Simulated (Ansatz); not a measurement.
# Cr (Im-3m) in Ansatz: a series of runs

Aim: see how the results for Cr move with the level of theory and the settings. Levels: PBE, LDA. Tasks: band structure.

Program: Ansatz 0.2.0. These are calculated values, not measurements. Logs are shortened: lines on timing, memory, paths and dates and some standing lists are left out, and cuts for length are marked.

## 1. Starting point

The structure is cubic, space group Im-3m (No. 229). Conventional cell: a = 2.969 Å, b = 2.969 Å, c = 2.969 Å, α = 90.00°, β = 90.00°, γ = 90.00°. Around Cr (site symmetry m-3m) lie 8 Cr at 2.57 Å.

## 2. Band structure, PBE, collinear spin, ferromagnetic start

File input.yaml:

```yaml
crystal:
  lattice:
    - [-1.4844496776, 1.4844496776, 1.4844496776]
    - [1.4844496776, -1.4844496776, 1.4844496776]
    - [1.4844496776, 1.4844496776, -1.4844496776]
  atoms:
    - { symbol: Cr, position: [0.0, 0.0, 0.0], spin: 3.0 }
hamiltonian:
  xc: pbe
  pseudopotentials: { kind: paw }
magnetization:
  spin_polarized: true
kpoints:
  mp_grid: { grid: [12, 12, 12] }
  band_path:
    path:
      - [[0.0, 0.0, 0.0], [0.5, -0.5, 0.5], [0.0, 0.0, 0.5], [0.0, 0.0, 0.0], [0.25, 0.25, 0.25], [0.5, -0.5, 0.5]]
      - [[0.25, 0.25, 0.25], [0.0, 0.0, 0.5]]
    npoints: 14
scf:
  occupations: { method: fermi_dirac, width: 0.05 }
  n_extra_bands: 6
output:
  forces: true
  stress: true
  eigenvalues: true
  fatbands: false
```

Potentials or basis: Ansatz PAW.

On the command line:

```sh
$ ansatz run input.yaml --threads 2 --pin off --max-ram 5632MiB --backend cpu --events-out ev --progress --plain --runs-dir out
```

Output:

```text
Warning: RAYON_NUM_THREADS=2 ignored (pool sized by the plan → 2); use --threads N
scf.n_extra_bands = 6 over 7 filled bands (N_el = 14.0): the run solves 13 bands
Engine: ansatz 0.2.0, x86_64-unknown-linux-gnu
Pseudopotentials: kind: paw
Pseudopotential: Cr, paw, valence charge 14, recommended cutoff 420 eV (normal), Cr.paw.azcp
Functional definition: PBE
  parameter kappa = 0.804
  parameter beta = 0.06672455060314922
  exchange = pbe_x(kappa = kappa, mu = beta*pi^2/3)
  correlation = pbe_c(beta = beta)
Crystal: 1 atoms, lattice volume = 13.084 Å³
Basis set: ecut = 420 eV, 249 PW (Γ), exchange–correlation on 36×36×36 points (8 copies of the dense FFT grid, shifted against one another)
Bands: 13, of which v1, the nominal top of the filled ones, is band 7 counted from 1 (6 counted from 0)
Symmetry: 48 space group operations
Space group: Im-3m (ITA 229), of the structure as read, at distance tolerance 2.4e-5 Å
Magnetic group: BNS 229.140 (UNI 1642), of the structure as read, at distance tolerance 2.4e-5 Å
k-points: 72 of 1728
Non-local potential: Cr, projectors of the file, l = 0: 3, l = 1: 2, l = 2: 3, l = 3: 1
PAW form: soft (Blöchl's): semilocal exchange-correlation on the pseudo side does not see the compensation charge
PAW one-centre angular grid: Cr, 590 points (default); XC on 64 Gauss nodes
Initial density: superposition of atomic densities (chi_scale 0.1, normalization cell)
Starting moments: Σ|m| = 3 μB on 1 of 1 site
Initial wavefunctions: pseudopotential atomic-orbital guess
Functional: x = pbe(κ = 0.804, μ = 0.2195149727645171), c = pbe(β = 0.06672455060314922)
SCF iter   1: F=—  HF=-3380.549754 eV  |F-HF|=—  |Δ(HF+E_count)|=         —  Δρ=3.26e-1 (↑3.26e-1 ↓1.39e-1)  dr2=5.79e0  dr2_m=5.99e0  M=0.148 μB ∫|m|=0.152 μB  β_m=0.30  ethr=3.10e-3  ⟨swp⟩=3.8  Hψ=8381  notcnv=0
Mixer restart at iter 1: flushing history
preconditioner: auto → none  [metal: Δε(μ)=0.009 eV  Ē_g=11.022 eV  σ=0.050 eV  W_gap=0.04  n_scr=0 (ndim 8)  ℏωp=25.1 eV  f_vac=0.000  D(μ)=0.73/eV (n_scr^D=12)]
SCF iter   2: F=—  HF=-3378.099332 eV  |F-HF|=—  |Δ(HF+E_count)|=    2.45e0  Δρ=1.67e-1 (↑1.67e-1 ↓1.44e-1)  dr2=2.37e-1  dr2_m=2.85e0  M=0.167 μB ∫|m|=0.167 μB  β_m=0.44  ethr=3.10e-3  ⟨swp⟩=2.0  Hψ=4776  notcnv=0  defer=127
SCF iter   3: F=—  HF=-3377.715390 eV  |F-HF|=—  |Δ(HF+E_count)|=   3.84e-1  Δρ=8.11e-2 (↑8.11e-2 ↓5.24e-2)  dr2=1.49e-1  dr2_m=5.19e-1  M=0.082 μB ∫|m|=0.082 μB  β_m=0.51  ethr=1.69e-3  ⟨swp⟩=2.2  Hψ=3243  notcnv=0  defer=100
SCF iter   4: F=—  HF=-3377.607257 eV  |F-HF|=—  |Δ(HF+E_count)|=   1.08e-1  Δρ=3.69e-3 (↑2.96e-3 ↓3.69e-3)  dr2=3.58e-3  dr2_m=4.76e-4  M=0.013 μB ∫|m|=0.015 μB  β_m=0.76  ethr=1.07e-3  ⟨swp⟩=2.3  Hψ=3012  notcnv=0  defer=99
SCF iter   5: F=—  HF=-3377.607666 eV  |F-HF|=—  |Δ(HF+E_count)|=   4.09e-4  Δρ=6.99e-4 (↑5.46e-4 ↓6.99e-4)  dr2=7.20e-6  dr2_m=4.27e-5  M=0.003 μB ∫|m|=0.004 μB  β_m=0.84  ethr=2.56e-5  ⟨swp⟩=2.0  Hψ=2828  notcnv=0  defer=85
SCF iter   6: F=—  HF=-3377.607693 eV  |F-HF|=—  |Δ(HF+E_count)|=   2.75e-5  Δρ=1.63e-4 (↑1.39e-4 ↓1.63e-4)  dr2=1.74e-7  dr2_m=2.71e-6  M=0.001 μB ∫|m|=0.002 μB  β_m=0.92  ethr=5.14e-8  ⟨swp⟩=2.0  Hψ=2896  notcnv=0  defer=85
SCF iter   7: F=—  HF=-3377.607700 eV  |F-HF|=—  |Δ(HF+E_count)|=   6.55e-6  Δρ=2.96e-5 (↑6.08e-6 ↓2.96e-5)  dr2=6.63e-8  dr2_m=3.51e-8  M=0.000 μB ∫|m|=0.000 μB  β_m=0.96  ethr=1.24e-9  ⟨swp⟩=2.0  Hψ=2920  notcnv=0  defer=85
SCF iter   8: F=—  HF=-3377.607700 eV  |F-HF|=—  |Δ(HF+E_count)|=   1.36e-8  Δρ=1.97e-6 (↑1.97e-6 ↓1.45e-6)  dr2=4.99e-10  dr2_m=1.80e-10  M=0.000 μB ∫|m|=0.000 μB  β_m=0.98  ethr=4.73e-10  ⟨swp⟩=2.6  Hψ=2769  notcnv=0  defer=85
SCF iter   9: F=—  HF=-3377.607700 eV  |F-HF|=—  |Δ(HF+E_count)|=  2.90e-10  Δρ=4.69e-7 (↑1.26e-7 ↓4.69e-7)  dr2=2.65e-11  dr2_m=6.88e-12  M=0.000 μB ∫|m|=0.000 μB  β_m=0.99  ethr=3.57e-12  ⟨swp⟩=2.3  Hψ=2614  notcnv=0  defer=85
SCF iter  10: F=-3377.607700 eV  HF=-3377.607700 eV  |F-HF|=3.64e-12  |Δ(HF+E_count)|=  4.55e-12  Δρ=1.54e-7 (↑1.54e-7 ↓7.95e-8)  dr2=5.91e-12  dr2_m=2.21e-13  M=-0.000 μB ∫|m|=0.000 μB  ethr=1.00e-12  ⟨swp⟩=3.2  Hψ=5617  notcnv=0
SCF 1 converged in 10 iterations: F = -3377.607700 eV  dr2 = 5.91e-12
WARN: the starting moments were not kept: the SCF closed with an absolute magnetisation of 4.8e-7 μB, where they sum to 3 μB in size (1 site). That is at most 0.1 of that sum. Measured as dr2_m measures the in/out step, that magnetisation stands 1.0e-13 eV from none, at or under the dr2_threshold of 1.0e-7 eV: it is no larger than a step whose dr2_m would equal this threshold. The system may hold no moment; this SCF shows only that its start led to no more than that. To try another start: raise the starting moments (crystal.atoms[].spin, magnetization.per_species, magnetization.initial_magnetization, or on a non-collinear deck that types none of these the spinor_matrix: blocks that start its atoms; where the total moment is fixed, keep their sum and leave initial_magnetization as it is; typed ones take the place of any that the run laid by itself, positive ones on a crystal's lanthanoids without a Hubbard term where scf.initial_density.shell_occupations: [] is typed) or, if the notice of its spin-set hold's release reads "site moments contracting" or "site moments show no strong build", lengthen the hold (scf.mixing.spin_hold: { on: { confirm: 4 } }; for m-r²SCAN on two components see the key's manual first). Each may lead to a state that holds a moment. A second SCF, from the converged charge density, with the starting moments and any scf.initial_density.shell_occupations laid on it anew, would have followed, and was not run: the deck does not ask for one (magnetization.retry_lost_moments is false, the default). To let it run, set magnetization.retry_lost_moments: true and run the deck again, where that key's refused combinations let it; where memory then withholds it, that run's warning says so.
NSCF: frozen V_eff on 86 k-points
SCF converged after 10 iterations
Magnetization: -0.0000 μB (7.0000 up, 7.0000 down)
Absolute magnetization: 0.0000 μB (∫|ρ↑−ρ↓|, with the PAW one-centre terms)
Spin contamination: 0.0000 ħ² per cell (⟨S²⟩ above its minimum at these occupations)
Per-site moments (μB) at R_I (Å): [(-1.8833420602656693e-7, 1.0605961834390063)]
Free energy (F): -3377.607700 eV
Harris-Foulkes:  -3377.607700 eV  (|F-HF|=3.64e-12)
Internal energy: -3377.601710 eV  (E = F + TS)
E sigma→0 (E₀):  -3377.604705 eV
Entropy (-TS):   -0.005990 eV (-5.990 meV/atom)
Fermi energy:    16.740717 eV
--- Per-component energies (eV) ---
  E_band       = -180.014263
  E_kinetic    = 340.133778
  E_local      = -1282.529217  (includes V_loc(G=0)·N_el)
  E_nonlocal   = 77.703326
  E_hartree    = 549.915695
  E_xc         = -139.016871
  E_vxc        = -177.266701  (∫ρ·V_xc dr)
  E_paw        = -1194.022975  (= ΣΔE_a)
  E_vpaw       = -237.887033  (= ΣTr[D̂ρ^β])
  E_aug_tail   = 0.000306  (compensation charges beyond the density's cutoff)
  E_ewald      = -1729.785753
  E_smearing   = -0.005990  (= −TS)
  E_closure    = -0.000000  (closes the sum)
  Σ components = -3377.607700   (vs F -3377.607700, Δ=0.00e0)
--- Forces (eV/Å), atoms counted from 1 ---
  atom   1  Cr    -0.00000000     0.00000000    -0.00000000
  max |Σ_I F_I| component: 5.55e-32 eV/Å
--- Stress (GPa, compression-positive) ---
      -24.757424       0.000000      -0.000000
       -0.000000     -24.757424      -0.000000
       -0.000000       0.000000     -24.757424
  P = ⅓ Tr σ = -24.7574 GPa (-247.574 kbar)
--- Band table (eV; the first three rows and the last of 144) ---
  k-point 0 ↑: bands = ["-55.0707", "-26.0260", "-26.0260", "-26.0260", "9.3503", "16.0246", "16.0246", "16.0246", "17.7855", "17.7855", "38.0744", "38.0744", "38.0744"]
  k-point 1 ↑: bands = ["-55.0623", "-26.0687", "-26.0396", "-26.0261", "9.6224", "15.9277", "16.0064", "16.1989", "17.6840", "17.7931", "37.1746", "37.8992", "38.1728"]
  k-point 2 ↑: bands = ["-55.0394", "-26.1843", "-26.0765", "-26.0265", "10.3937", "15.6711", "15.9015", "16.6953", "17.5170", "17.8208", "34.9467", "37.0365", "38.4098"]
  k-point 71 ↓: bands = ["-54.8550", "-26.4588", "-26.4588", "-26.4588", "13.1690", "13.1690", "18.8601", "18.8601", "18.8601", "26.2938", "26.2938", "26.2938", "32.4211"]
```

It took 2.3 s on 2 threads of Intel Xeon at 2.70GHz, shared host; peak memory 0.31 GiB.

What came out:

```yaml
Free_energy: -3377.6077 eV
Pressure: -24.8 GPa
Band_gap_on_the_k_mesh: none (metal or under the smearing width)
Net_moment: 0.00 μB per cell
Absolute_moment: 0.00 μB per cell
```

Levels at the corners of the path, in eV from the Fermi level:
Spin up:
```tsv
point	band 5	band 6	band 7	band 8	band 9	band 10
Γ	-7.39	-0.72	-0.72	-0.72	1.04	1.04
H	-3.57	-3.57	2.12	2.12	2.12	9.55
N	-3.82	-2.02	0.87	1.02	1.32	2.45
Γ	-7.39	-0.72	-0.72	-0.72	1.04	1.04
P	-2.00	-2.00	-2.00	1.37	1.37	9.17
H	-3.57	-3.57	2.12	2.12	2.12	9.55
P	-2.00	-2.00	-2.00	1.37	1.37	9.17
N	-3.82	-2.02	0.87	1.02	1.32	2.45
```
Spin down:
```
point  band 4  band 5  band 6  band 7  band 8  band 9  band 10  band 11
    Γ  -42.77   -7.39   -0.72   -0.72   -0.72    1.04     1.04    21.33
    H  -43.20   -3.57   -3.57    2.12    2.12    2.12     9.55     9.55
    N  -42.77   -3.82   -2.02    0.87    1.02    1.32     2.45     8.55
    Γ  -42.77   -7.39   -0.72   -0.72   -0.72    1.04     1.04    21.33
    P  -43.07   -2.00   -2.00   -2.00    1.37    1.37     9.17     9.17
    H  -43.20   -3.57   -3.57    2.12    2.12    2.12     9.55     9.55
    P  -43.07   -2.00   -2.00   -2.00    1.37    1.37     9.17     9.17
    N  -42.77   -3.82   -2.02    0.87    1.02    1.32     2.45     8.55
```

Caveat: the starting moments collapsed, and a magnetic state may lie lower; so large a pressure means that the cell lies far from this level's equilibrium, or that cutoff or potentials fall short; the starting moments weren't kept.

## 3. Band structure, LDA, collinear spin, ferromagnetic start

input.yaml, as its differences from that of step 2:

```diff
@@ -8,3 +8,3 @@
 hamiltonian:
-  xc: pbe
+  xc: lda
   pseudopotentials: { kind: paw }
```

Potentials or basis: Ansatz PAW.

On the command line:

```sh
$ ansatz run input.yaml --threads 2 --pin off --max-ram 5632MiB --backend cpu --events-out ev --progress --plain --runs-dir out
```

Wall time 2.4 s (2 threads of Intel Xeon at 2.70GHz, shared host); peak memory 0.31 GiB.

The run converged. Its results:

```
Free energy            : -3322.7568 eV
Pressure               : -38.0 GPa
Band gap on the k mesh : none (metal or under the smearing width)
Net moment             : 0.00 μB per cell
Absolute moment        : 0.00 μB per cell
```

Levels at the corners of the path, in eV from the Fermi level:
Spin up:
| point | band 4 | band 5 | band 6 | band 7 | band 8 | band 9 | band 10 | band 11 |
| --- | --- | --- | --- | --- | --- | --- | --- | --- |
| Γ | -42.45 | -7.34 | -0.73 | -0.73 | -0.73 | 0.97 | 0.97 | 21.41 |
| H | -42.89 | -3.62 | -3.62 | 2.13 | 2.13 | 2.13 | 9.54 | 9.54 |
| N | -42.45 | -3.84 | -2.03 | 0.94 | 0.96 | 1.24 | 2.46 | 8.55 |
| Γ | -42.45 | -7.34 | -0.73 | -0.73 | -0.73 | 0.97 | 0.97 | 21.41 |
| P | -42.76 | -1.98 | -1.98 | -1.98 | 1.29 | 1.29 | 9.24 | 9.24 |
| H | -42.89 | -3.62 | -3.62 | 2.13 | 2.13 | 2.13 | 9.54 | 9.54 |
| P | -42.76 | -1.98 | -1.98 | -1.98 | 1.29 | 1.29 | 9.24 | 9.24 |
| N | -42.45 | -3.84 | -2.03 | 0.94 | 0.96 | 1.24 | 2.46 | 8.55 |
Spin down:
| point | band 3 | band 4 | band 5 | band 6 | band 7 | band 8 | band 9 | band 10 | band 11 | band 12 |
| --- | --- | --- | --- | --- | --- | --- | --- | --- | --- | --- |
| Γ | -42.45 | -42.45 | -7.34 | -0.73 | -0.73 | -0.73 | 0.97 | 0.97 | 21.41 | 21.41 |
| H | -42.89 | -42.89 | -3.62 | -3.62 | 2.13 | 2.13 | 2.13 | 9.54 | 9.54 | 9.54 |
| N | -42.65 | -42.45 | -3.84 | -2.03 | 0.94 | 0.96 | 1.24 | 2.46 | 8.55 | 16.24 |
| Γ | -42.45 | -42.45 | -7.34 | -0.73 | -0.73 | -0.73 | 0.97 | 0.97 | 21.41 | 21.41 |
| P | -42.76 | -42.76 | -1.98 | -1.98 | -1.98 | 1.29 | 1.29 | 9.24 | 9.24 | 9.24 |
| H | -42.89 | -42.89 | -3.62 | -3.62 | 2.13 | 2.13 | 2.13 | 9.54 | 9.54 | 9.54 |
| P | -42.76 | -42.76 | -1.98 | -1.98 | -1.98 | 1.29 | 1.29 | 9.24 | 9.24 | 9.24 |
| N | -42.65 | -42.45 | -3.84 | -2.03 | 0.94 | 0.96 | 1.24 | 2.46 | 8.55 | 16.24 |

Caveat: the starting moments collapsed, and a magnetic state may lie lower; a pressure of tens of GPa on the cell as given is suspect, and the run, the potentials or the cell itself is likely at fault; the PAW data sets come from PBE, with cores solved anew for the run's functional, which leaves a small shift of forces and pressure; the starting moments weren't kept.
